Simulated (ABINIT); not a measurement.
Runs of ABINIT 10.8.3 (patched build) on Sn. Symmetry: Fd-3m, No. 227, cubic system. The conventional cell has a = 6.467 Å, b = 6.467 Å, c = 6.467 Å, α = 90.00°, β = 90.00°, γ = 90.00°. Around Sn (site symmetry -43m) lie 4 Sn at 2.80 Å. This isn't the form of Sn at room conditions, which is tetragonal (white tin).

| task | level | k mesh | cutoff (eV) | fine-grid cutoff | gap on the mesh (eV) | pressure (GPa) |
| --- | --- | --- | --- | --- | --- | --- |
| single point | LDA | 7 × 7 × 7 | 707 | 1306.15 eV | none | -0.2 |
| single point | WC | 7 × 7 × 7 | 707 | 1306.15 eV | none | 1.2 |
| single point | SCAN | 7 × 7 × 7 | 707 | 1306.15 eV | none | 1.6 |
| single point | PBEsol | 7 × 7 × 7 | 707 | 1306.15 eV | none | 1.2 |
| single point | PBE | 7 × 7 × 7 | 707 | 1306.15 eV | none | 3.5 |
| single point | revPBE | 7 × 7 × 7 | 707 | 1306.15 eV | none | (a) |

Alike in all rows: potentials or basis JTH PAW PBE v2.0; no spin polarisation; cell as given; smearing fermi-dirac 0.05 eV.

Problem. Fill in the values left out.

Solution. (a) 4.5.

Caveats: the PAW data sets were made with another functional, which shifts forces and pressure a little (some runs).

A k mesh can miss the band edges, and the runs leave out spin-orbit coupling on Sn.

A gap of «none» marks a metal or a gap under the smearing width.
